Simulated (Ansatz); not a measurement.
# Pt (211): surface energy and levels, part 2 of 2

This session takes Pt and sets out to compute energy, relaxation and work function or band edges of the (211) face.

Ansatz 0.2.0; DFT PBE, scalar-relativistic, plane waves, PAW.

### 5 All atoms of the slab relaxed

input.yaml

```yaml
crystal:
  lattice:
    - [2.8072932559, 0.0, 0.0]
    - [0.0, 6.8764360353, 0.0]
    - [0.0, 0.0, 24.7247491019]
  atoms:
    - { symbol: Pt, position: [0.5, 0.6666666667, 0.3033397819] }
    - { symbol: Pt, position: [0.0, 0.3333333333, 0.3361164849] }
    - { symbol: Pt, position: [0.5, 0.0, 0.3688931879] }
    - { symbol: Pt, position: [0.0, 0.6666666667, 0.4016698909] }
    - { symbol: Pt, position: [0.5, 0.3333333333, 0.434446594] }
    - { symbol: Pt, position: [0.0, 0.0, 0.467223297] }
    - { symbol: Pt, position: [0.5, 0.6666666667, 0.5] }
    - { symbol: Pt, position: [0.0, 0.3333333333, 0.532776703] }
    - { symbol: Pt, position: [0.5, 0.0, 0.565553406] }
    - { symbol: Pt, position: [0.0, 0.6666666667, 0.5983301091] }
    - { symbol: Pt, position: [0.5, 0.3333333333, 0.6311068121] }
    - { symbol: Pt, position: [0.0, 0.0, 0.6638835151] }
    - { symbol: Pt, position: [0.5, 0.6666666667, 0.6966602181] }
basis:
  ecutwfc: 420
kpoints:
  mp_grid: { grid: [12, 5, 1] }
hamiltonian:
  xc: pbe
scf:
  occupations: { method: gaussian, width: 0.1 }
output:
  forces: true
  eigenvalues: true
  write_density: true
  write_potential: true
  elf: true
  volumetric_format: npy
relax:
  adjacent_minimum: "off"
  f_tol: 0.02
  max_steps: 60
efield:
  axis: 3
  dipole_correction: true
  ramp_width: 0.04
```

On the command line:

```sh
$ ansatz run input.yaml --threads 8 --pin off --max-ram 15360MiB --backend cpu --events-out ev --progress --plain --runs-dir out
```

Output:

```text
Warning: RAYON_NUM_THREADS=8 ignored (pool sized by the plan → 8); use --threads N
Engine: ansatz 0.2.0, aarch64-unknown-linux-gnu
Pseudopotentials: kind: paw
Pseudopotential: Pt, paw, valence charge 18, recommended cutoff 420 eV (normal), Pt.paw.azcp
Functional definition: PBE
  parameter kappa = 0.804
  parameter beta = 0.06672455060314922
  exchange = pbe_x(kappa = kappa, mu = beta*pi^2/3)
  correlation = pbe_c(beta = beta)
Crystal: 13 atoms, lattice volume = 477.291 Å³
Basis set: ecut = 420 eV, 9357 PW (Γ), exchange–correlation on 40×96×360 points (8 copies of the dense FFT grid, shifted against one another)
Bands: 141, of which v1, the nominal top of the filled ones, is band 117 counted from 1 (116 counted from 0)
Symmetry: 2 space group operations
k-points: 21 of 60 (time reversal used)
Non-local potential: Pt, projectors of the file, l = 0: 3, l = 1: 2, l = 2: 2, l = 3: 1
PAW form: soft (Blöchl's): semilocal exchange-correlation on the pseudo side does not see the compensation charge
PAW one-centre angular grid: Pt, 590 points (default); XC on 64 Gauss nodes
Initial density: superposition of atomic densities (neutral atoms: chi_scale 0, normalization atom), corrected by the library's trained network
Initial wavefunctions: pseudopotential atomic-orbital guess
Functional: x = pbe(κ = 0.804, μ = 0.2195149727645171), c = pbe(β = 0.06672455060314922)
SCF iter   1: F=—  HF=-162794.920278 eV  |F-HF|=—  |Δ(HF+E_count)|=         —  Δρ=1.11e-2  dr2=5.44e0  ethr=1.77e-3  p=-0.000 e·Å  D=-4.98e-12 V/Å  ΔV_dip=0.00 eV  dr2_dipole=9.51e-8  V_vac-E_F(+/−)=5.05/5.05 eV  ⟨swp⟩=7.5  Hψ=12272  notcnv=0  defer=110
efield: sawtooth ramp at fractional position 0.9800 (placed from the atoms, in the widest stretch of the axis that holds none; the zero of the levels goes with the place), width 0.0400; the density the first Hamiltonian is built on has a dipole p = -0.000 e·Å; the dipole correction subtracts the counter field D = -4.98e-12 V/Å, which shifts the + side's vacuum level by +0.00 eV against the − side's; the planar-averaged density in the ramp window peaks in size at 3.3e-6 e/Å³
preconditioner: auto → LDOS  [metal: Δε(μ)=0.004 eV  Ē_g=7.137 eV  σ=0.100 eV  W_gap=0.03  n_scr=96 (ndim 8)  ℏωp=19.4 eV  f_vac=0.519  D(μ)=27.77/eV (n_scr^D=292)  β→1.0]
SCF iter   2: F=—  HF=-162794.831951 eV  |F-HF|=—  |Δ(HF+E_count)|=   8.83e-2  Δρ=5.47e-3  dr2=5.17e-1  ethr=1.77e-3  p=-0.000 e·Å  D=-1.06e-6 V/Å  ΔV_dip=0.00 eV  dr2_dipole=4.80e-8  V_vac-E_F(+/−)=5.43/5.43 eV  ⟨swp⟩=1.0  Hψ=3424  notcnv=0  defer=185
SCF iter   3: F=—  HF=-162794.829165 eV  |F-HF|=—  |Δ(HF+E_count)|=   2.79e-3  Δρ=3.04e-3  dr2=1.81e-1  ethr=2.21e-4  p=0.000 e·Å  D=7.43e-7 V/Å  ΔV_dip=-0.00 eV  dr2_dipole=4.60e-11  V_vac-E_F(+/−)=5.41/5.41 eV  ⟨swp⟩=2.2  Hψ=3646  notcnv=0  defer=231
SCF iter   4: F=—  HF=-162794.814790 eV  |F-HF|=—  |Δ(HF+E_count)|=   1.44e-2  Δρ=6.95e-4  dr2=6.21e-3  ethr=7.75e-5  p=-0.000 e·Å  D=-5.86e-7 V/Å  ΔV_dip=0.00 eV  dr2_dipole=6.78e-11  V_vac-E_F(+/−)=5.50/5.50 eV  ⟨swp⟩=2.0  Hψ=3788  notcnv=0  defer=231
SCF iter   5: F=—  HF=-162794.813746 eV  |F-HF|=—  |Δ(HF+E_count)|=   1.04e-3  Δρ=3.20e-4  dr2=9.95e-4  ethr=2.65e-6  p=-0.000 e·Å  D=-1.34e-7 V/Å  ΔV_dip=0.00 eV  dr2_dipole=2.36e-11  V_vac-E_F(+/−)=5.49/5.49 eV  ⟨swp⟩=2.5  Hψ=4527  notcnv=0  defer=221
SCF iter   6: F=—  HF=-162794.813739 eV  |F-HF|=—  |Δ(HF+E_count)|=   6.54e-6  Δρ=1.47e-4  dr2=2.89e-4  ethr=4.25e-7  p=-0.000 e·Å  D=-5.04e-8 V/Å  ΔV_dip=0.00 eV  dr2_dipole=5.01e-13  V_vac-E_F(+/−)=5.49/5.49 eV  ⟨swp⟩=2.1  Hψ=3880  notcnv=0  defer=210
SCF iter   7: F=—  HF=-162794.813731 eV  |F-HF|=—  |Δ(HF+E_count)|=   7.75e-6  Δρ=7.43e-5  dr2=6.17e-5  ethr=1.23e-7  p=-0.000 e·Å  D=-4.62e-8 V/Å  ΔV_dip=0.00 eV  dr2_dipole=4.51e-12  V_vac-E_F(+/−)=5.49/5.49 eV  ⟨swp⟩=1.2  Hψ=2707  notcnv=0  defer=210
SCF iter   8: F=-162794.813729 eV  HF=-162794.813734 eV  |F-HF|=4.64e-6  |Δ(HF+E_count)|=   2.04e-6  Δρ=2.08e-5  dr2=6.68e-6  ethr=4.27e-9  p=-0.000 e·Å  D=-6.77e-9 V/Å  ΔV_dip=0.00 eV  dr2_dipole=6.87e-13  V_vac-E_F(+/−)=5.49/5.49 eV  ⟨swp⟩=21.9  Hψ=30043  notcnv=0
SCF 1 converged in 8 iterations: F = -162794.813729 eV  dr2 = 6.68e-6
relax step   1: F+E_penalty+E_count = -162794.81372887 eV  Δ(F+E_penalty+E_count) = +0.000e0 eV  max|allowed force component| = 8.709e-1 eV/Å  Δτ_max = 0.0000 Å  (8 SCF iters, dr2 threshold 1.00e-5 eV, accepted)
[... 14 lines left out ...]
relax step   2: F+E_penalty+E_count = -162795.12126306 eV  Δ(F+E_penalty+E_count) = -3.075e-1 eV  max|allowed force component| = 6.667e-1 eV/Å  Δτ_max = 0.1949 Å  (8 SCF iters, dr2 threshold 4.74e-5 eV, accepted)
[... 10 lines left out ...]
relax step   3: F+E_penalty+E_count = -162795.18423304 eV  Δ(F+E_penalty+E_count) = -6.297e-2 eV  max|allowed force component| = 8.176e-2 eV/Å  Δτ_max = 0.0735 Å  (6 SCF iters, dr2 threshold 2.78e-5 eV, accepted)
[... 16 lines left out ...]
relax step   4: F+E_penalty+E_count = -162795.18209514 eV  Δ(F+E_penalty+E_count) = +2.138e-3 eV  max|allowed force component| = 6.680e-2 eV/Å  Δτ_max = 0.1722 Å  (11 SCF iters, dr2 threshold 4.18e-7 eV, rejected (line search))
[... 13 lines left out ...]
relax step   5: F+E_penalty+E_count = -162795.19352774 eV  Δ(F+E_penalty+E_count) = -9.295e-3 eV  max|allowed force component| = 1.942e-2 eV/Å  Δτ_max = 0.0593 Å  (10 SCF iters, accepted)
WARN: The input density's exchange-correlation potential varies sharply where the density is thin. Do not read a vacuum level from v_tot or v_xc, or from such a field of the output density. On a cell that repeats whose density bears no net charge and no dipole along the vacuum's axis use v_es (v_loc + v_h of the components); under efield.dipole_correction with no amplitude use v_es + v_field, which holds any external_charges[].barrier, or the levels of the report's work_function block, which leave it out; under a non-zero efield.amplitude the vacuum is tilted and has no level; on a cell that repeats and bears such a dipole with no correction it is tilted too, and efield.dipole_correction with no amplitude gives each side of its ramp a level where efield: is served; in a cell that repeats whose density bears a net charge (total_charge, or a fill off its count) it is curved and has none; of a slab under crystal.periodic whose density bears no net charge use v_es, which has a level on each side, short of where the two are joined; of another it falls or rises all the way out and has none; of a slab beside external_charges read slab_vacuum_level instead, which it has where they leave it neutral. The grid or the basis barely resolves most such structure, and the values can differ between equally converged runs; as a rule a tighter scf.convergence.dr2_threshold does not remove it. Where the density itself ripples (under the LDA too) a higher basis.ecutwfc lessens it. The files hold the spikes' plane waves up to the density's cutoff. Files: v_tot and the like, and their columns of v_z.tsv (output.write_potential); v_xc and the like, and their columns of v_comp_z.tsv (output.write_potential_components); where files of the output density stand in their place, no point of their own thin density is over the threshold below, and this is of outcome.potential() and, of a run that writes arrays (npy), the arrays of these names. Measured: with its Gaussian average of σ = 0.25 Å subtracted twice, the exchange-correlation potential is over 0.1 eV at 55 of the grid points where the equally averaged density (valence and model cores) is under 1e-3 e/Å³, and 0.139 eV at the most among them, at an averaged density of 1.6e-7 e/Å³. See output.write_potential in the manual, Limitations
SCF converged after 10 iterations
Free energy (F): -162795.193528 eV
Harris-Foulkes:  -162795.193528 eV  (|F-HF|=2.19e-8)
Internal energy: -162795.074599 eV  (E = F + TS)
E sigma→0 (E₀):  -162795.134063 eV
Entropy (-TS):   -0.118929 eV (-9.148 meV/atom)
Fermi energy:    6.261053 eV
Dipole field:    D = 0.000000 V/Å  (p = 0.000001 e·Å, saw-weighted, corrected)
Work function:   Φ+ = 5.5602 eV   Φ− = 5.5602 eV
Levels:          The Fermi level and band energies are counted from a zero that moves with the ramp; work functions are not
--- Per-component energies (eV) ---
  E_band       = -5581.838552
  E_kinetic    = 8272.909457
  E_local      = -370742.903433  (includes V_loc(G=0)·N_el)
  E_nonlocal   = 2601.045554
  E_hartree    = 180980.561807
  E_xc         = -3393.003710
  E_vxc        = -3922.688398  (∫ρ·V_xc dr)
  E_paw        = -122902.256624  (= ΣΔE_a)
  E_vpaw       = -3751.304283  (= ΣTr[D̂ρ^β])
  E_aug_tail   = 0.002550  (compensation charges beyond the density's cutoff)
  E_efield     = 0.000000  (sawtooth field / dipole correction)
  E_vefield    = 0.000000  (∫n·V_field dr)
  E_ewald      = 142388.569801
  E_smearing   = -0.118929  (= −TS)
  E_closure    = 0.000000  (closes the sum)
  Σ components = -162795.193528   (vs F -162795.193528, Δ=0.00e0)
--- Forces (eV/Å), atoms counted from 1 ---
  atom   1  Pt     0.00000000    -0.00932546     0.01117834
  atom   2  Pt     0.00000000     0.00993321    -0.01628060
  atom   3  Pt     0.00000000    -0.01475373     0.00587619
  atom   4  Pt     0.00000000    -0.00303472    -0.00908178
  atom   5  Pt     0.00000000    -0.01942375     0.01725994
  atom   6  Pt     0.00000000     0.00121930    -0.00824221
  atom   7  Pt     0.00000000    -0.00000025    -0.00000040
  atom   8  Pt     0.00000000    -0.00121930     0.00824235
  atom   9  Pt     0.00000000     0.01942409    -0.01725996
  atom  10  Pt     0.00000000     0.00303480     0.00908203
  atom  11  Pt     0.00000000     0.01475368    -0.00587621
  atom  12  Pt     0.00000000    -0.00993333     0.01628077
  atom  13  Pt     0.00000000     0.00932559    -0.01117826
  max |Σ_I F_I| component: 1.87e-7 eV/Å
--- Band table (eV; the first three rows and the last of 21) ---
  k-point 0: bands = ["-92.2673", "-92.1829", "-92.1817", "-92.0120", "-92.0048", "-91.9454", "-91.9440", "-91.7862", "-91.7862", "-91.7416", "-91.7416", "-91.5210", "-91.5210", "-46.6858", "-46.4983", "-46.4654", "-46.4069", "-46.4057", "-46.3958", "-46.3714", "-46.3693", "-46.3043", "-46.2923", "-46.2870", "-46.2717", "-46.2406", "-46.2171", "-46.1767", "-46.1455", "-46.1387", "-46.1180", "-46.1037", "-46.0899", "-46.0785", "-46.0653", "-46.0587", "-46.0576", "-46.0466", "-45.9966", "-45.9963", "-45.9274", "-45.9272", "-45.7933", "-45.7915", "-45.7419", "-45.7419", "-45.7353", "-45.7344", "-45.6678", "-45.6676", "-45.5682", "-45.5680", "-3.1020", "-2.0384", "-0.9065", "-0.6540", "-0.2755", "-0.2055", "-0.0749", "0.1089", "0.1982", "0.3853", "0.4614", "0.5203", "0.6614", "1.0372", "1.0987", "1.7735", "2.0719", "2.1777", "2.2843", "2.3674", "2.4450", "2.4608", "2.6051", "2.6092", "2.6552", "2.7749", "2.7764", "2.8639", "3.0137", "3.0439", "3.0897", "3.1533", "3.1766", "3.2283", "3.3074", "3.3704", "3.4328", "3.4495", "3.4657", "3.5174", "3.5723", "3.7009", "3.7449", "3.9710", "4.1009", "4.2118", "4.4322", "4.4637", "4.6994", "4.7303", "4.7809", "4.8879", "4.9358", "4.9583", "5.1144", "5.1235", "5.2029", "5.2733", "5.4073", "5.4826", "5.7525", "5.7730", "5.8638", "6.0865", "6.1269", "6.3046", "6.3840", "6.4287", "6.4530", "6.5065", "6.5658", "6.7304", "6.7814", "7.0411", "7.5517", "7.6866", "8.4255", "9.0537", "9.1603", "10.4389", "10.6156", "11.5780", "11.9853", "12.5765", "13.1475", "14.0470", "14.1379", "14.2612", "14.4461"]
[... 3 lines left out ...]
--- Relaxed structure (5 steps of the walk, 4 accepted, 0 SCFs on fresh bases) ---
  F+E_penalty+E_count = -162795.19352774 eV   max|allowed force component| = 1.942e-2 eV/Å
  atoms:
    - { symbol: Pt, position: [0.5, 0.6383249263730851, 0.3116792346501561] }
    - { symbol: Pt, position: [0.0, 0.31184355373499484, 0.33465813888748247] }
    - { symbol: Pt, position: [0.5, -0.009567726026220028, 0.3620599602151054] }
    - { symbol: Pt, position: [0.0, 0.6697753755162754, 0.4054304731380766] }
    - { symbol: Pt, position: [0.5, 0.325982373086127, 0.43272915635402287] }
    - { symbol: Pt, position: [0.0, 0.003206708352967699, 0.46763300580314554] }
    - { symbol: Pt, position: [0.5, 0.6666666701542668, 0.5000000010408605] }
    - { symbol: Pt, position: [0.0, 0.33012662212121463, 0.5323669934587656] }
    - { symbol: Pt, position: [0.5, 0.007350954781197063, 0.567270844705743] }
    - { symbol: Pt, position: [0.0, 0.6635579540335337, 0.5945695267200086] }
    - { symbol: Pt, position: [0.5, 0.34290106009315774, 0.6379400388304599] }
    - { symbol: Pt, position: [0.0, 0.021489785802306018, 0.6653418621125589] }
    - { symbol: Pt, position: [0.5, 0.695008408677093, 0.6883207640836143] }
```

Run time: 2.8 min. Hardware: 8 threads of Arm Neoverse V2, shared host; peak memory 3 GiB.

The steps of the relaxation:

| step | energy from step 1 (eV/cell) | largest force component (eV/Å) |
| --- | --- | --- |
| 1 | 0.0000 | 0.8709 |
| 2 | -0.3075 | 0.6667 |
| 3 | -0.3705 | 0.0818 |
| 4 | -0.3684 | 0.0668 |
| 5 | -0.3798 | 0.0194 |

Step 1 is the start. Step 4 was tried and not accepted.

From the log: work function 5.56 eV.

Plane-averaged electrostatic potential energy of an electron across the slab, counted from the Fermi level:

z (Å), V (eV) and a bar:
```
     1.92       5.56 ##############################
     2.47       5.56 ##############################
     2.75       5.56 ##############################
     3.30       5.56 ##############################
     3.57       5.56 ##############################
     4.12       5.56 ##############################
     4.40       5.56 ##############################
     4.94       5.55 ##############################
     5.22       5.53 ##############################
     5.77       5.43 ##############################
     6.32       4.93 #############################
     6.59       4.18 ############################
     7.14      -1.50 ####################
     7.42      -6.14 #############
     7.97     -13.89 ##
     8.24     -14.95 
     8.79     -12.62 ###
     9.07     -10.08 #######
     9.62      -8.79 #########
     9.89      -9.78 ########
    10.44     -12.90 ###
    10.99     -11.60 #####
    11.26     -11.28 #####
    11.81     -11.65 #####
    12.09     -11.80 #####
    12.64     -11.80 #####
    12.91     -11.65 #####
    13.46     -11.28 #####
    13.74     -11.60 #####
    14.29     -12.90 ###
    14.83      -9.78 ########
    15.11      -8.79 #########
    15.66     -10.08 #######
    15.93     -12.62 ###
    16.48     -14.95 
    16.76     -13.89 ##
    17.31      -6.14 #############
    17.58      -1.50 ####################
    18.13       4.18 ############################
    18.41       4.93 #############################
    18.96       5.43 ##############################
    19.51       5.53 ##############################
    19.78       5.55 ##############################
    20.33       5.56 ##############################
    20.60       5.56 ##############################
    21.15       5.56 ##############################
    21.43       5.56 ##############################
    21.98       5.56 ##############################
    22.25       5.56 ##############################
    22.80       5.56 ##############################
```

Density in a lattice plane of the grid's cell (edges 6.88 and 24.72 Å, at 0.500 of the third edge), which holds Pt.

Values in e/Å³, 12 rows by 6 columns:
```
 0.00  0.00  0.00  0.00  0.00  0.00
 0.00  0.00  0.00  0.00  0.00  0.00
 0.01  0.00  0.00  0.02  0.08  0.04
 0.36  0.29  3.37  0.43  5.51  0.61
 8.42  0.46  0.28  0.16  0.34  0.35
 0.25  0.13  0.24  0.49 11.62  0.47
 0.28  0.45  8.27  0.36  0.34  0.16
 3.47  0.30  0.36  0.63  5.51  0.42
 0.00  0.00  0.01  0.04  0.08  0.02
 0.00  0.00  0.00  0.00  0.00  0.00
 0.00  0.00  0.00  0.00  0.00  0.00
 0.00  0.00  0.00  0.00  0.00  0.00
```
Columns run along the first of these edges and rows up along the second, over one cell in 6 and 12 even steps from the bottom left corner. Atoms in the plane (fractional): Pt at (0.64, 0.31), Pt at (0.99, 0.36), Pt at (0.33, 0.43), Pt at (0.67, 0.50), Pt at (0.01, 0.57), Pt at (0.34, 0.64), Pt at (0.70, 0.69).

ELF in the same plane.

Ten even steps from '0' (0.00) to '9' (0.68):
```
000000
000000
000000
000000
000121
323394
339453
635332
933233
313393
339332
536333
933354
323493
000121
000000
000000
000000
000000
000000
```
Columns run along the first of these edges and rows up along the second, over one cell in 6 and 20 even steps from the bottom left corner. Atoms in the plane (fractional): Pt at (0.64, 0.31), Pt at (0.99, 0.36), Pt at (0.33, 0.43), Pt at (0.67, 0.50), Pt at (0.01, 0.57), Pt at (0.34, 0.64), Pt at (0.70, 0.69).

Both are smooth fields of the valence electrons: close to the nuclei they are not physical.

### 6 Surface energy and levels of (211)

The surface energy is (E_slab − N·E_bulk) / 2A, with N = 13 atoms and A = 19.30 Å².

|  | as cut | relaxed |
| --- | --- | --- |
| surface energy, mean of both faces | 1.84 J/m² | 1.68 J/m² |
| work function | 5.49 eV | 5.56 eV |
| dipole along +c (e·Å/cell) | 0.000 | 0.000 |

How the layers moved (bottom to top):

```csv
plane,atoms,"spacing to the next, as cut (Å)",relaxed (Å),change (%),rumpling (Å)
1,Pt,0.810,0.568,-29.9,0.000
2,Pt,0.810,0.678,-16.4,0.000
3,Pt,0.810,1.072,+32.3,0.000
4,Pt,0.810,0.675,-16.7,0.000
5,Pt,0.810,0.863,+6.5,0.000
6,Pt,0.810,0.800,-1.2,0.000
7,Pt,0.810,0.800,-1.3,0.000
8,Pt,0.810,0.863,+6.5,0.000
9,Pt,0.810,0.675,-16.7,0.000
10,Pt,0.810,1.072,+32.3,0.000
11,Pt,0.810,0.678,-16.4,0.000
12,Pt,0.810,0.568,-29.9,0.000
13,Pt,,,,0.000
```

### 7 Summary of results

This closing draws on all 2 parts.

| quantity | value |
| --- | --- |
| surface energy, (211), cut with Pt on top | 1.68 J/m² |
| work function, (211), cut with Pt on top | 5.56 eV |

What this shows: The outermost spacing of (211) contracts by 29.9 %, and relaxation gains 0.162 J/m² a face. Spin-orbit coupling is left out for Pt.
